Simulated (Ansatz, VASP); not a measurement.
One calculation of TiAl, two programs

File INCAR:

```
SYSTEM = TiAl
ALGO = Normal
EDIFF = 1E-7
EDIFFG = -0.005
ENCUT = 600
GGA = PS
IBRION = 2
ISIF = 3
ISMEAR = 0
LASPH = .True.
LCHARG = .False.
LREAL = .False.
LWAVE = .False.
NELM = 100
NSW = 100
PREC = Accurate
SIGMA = 0.1
```

The input KPOINTS:

```
k-points
0
Gamma
  14 14 14
  0 0 0
```

File POSCAR:

```
TiAl
1.0
    3.1554155958      0.0000000000      0.0000000000
    0.0000000000      3.1554155958      0.0000000000
    0.0000000000      0.0000000000      3.1554155958
Ti Al
1 1
Direct
    0.5000000000      0.5000000000      0.5000000000
    0.0000000000      0.0000000000      0.0000000000
```

Input for Ansatz:

```yaml
crystal:
  lattice:
    - [3.1554155964, 0.0, 0.0]
    - [0.0, 3.1554155964, 0.0]
    - [0.0, 0.0, 3.1554155964]
  atoms:
    - { symbol: Ti, position: [0.5, 0.5, 0.5] }
    - { symbol: Al, position: [0.0, 0.0, 0.0] }
basis:
  ecutwfc: 420
kpoints:
  mp_grid: { grid: [14, 14, 14] }
hamiltonian:
  xc: pbesol
scf:
  occupations: { method: gaussian, width: 0.1 }
output:
  forces: true
  stress: true
  eigenvalues: true
  write_density: true
  write_potential: true
  elf: true
  volumetric_format: npy
relax:
  adjacent_minimum: "off"
  f_tol: 0.005
  max_steps: 80
  cell: { stress_tol: 0.05 }
```

Alike in both runs: task relaxation of cell and atoms; functional PBEsol; k mesh 14 × 14 × 14; occupations gaussian, width 0.1 eV; no spin polarisation.

```csv
,VASP,Ansatz
version,VASP 6.6.1,Ansatz 0.2.0
potentials or method,"VASP PAW PBE potentials, release 64 (Ti_sv, Al)","scalar-relativistic, plane waves, PAW"
plane-wave cutoff (eV),600,420
valence electrons in the cell,15,15
```

```csv
,VASP,Ansatz,Ansatz less VASP
"gap on the k mesh at the Fermi level, each at its own relaxed structure (eV)",none,none,-
relaxed volume (Å³/atom),15.72,15.72,-0.002
relaxed cell length with the largest relative difference (Å),3.156,3.156,-0.0001
```

A gap of «none» marks a metal or a gap that the smearing closes.

Caveats: the PAW data sets were made with another functional, which shifts forces and pressure a little (VASP).
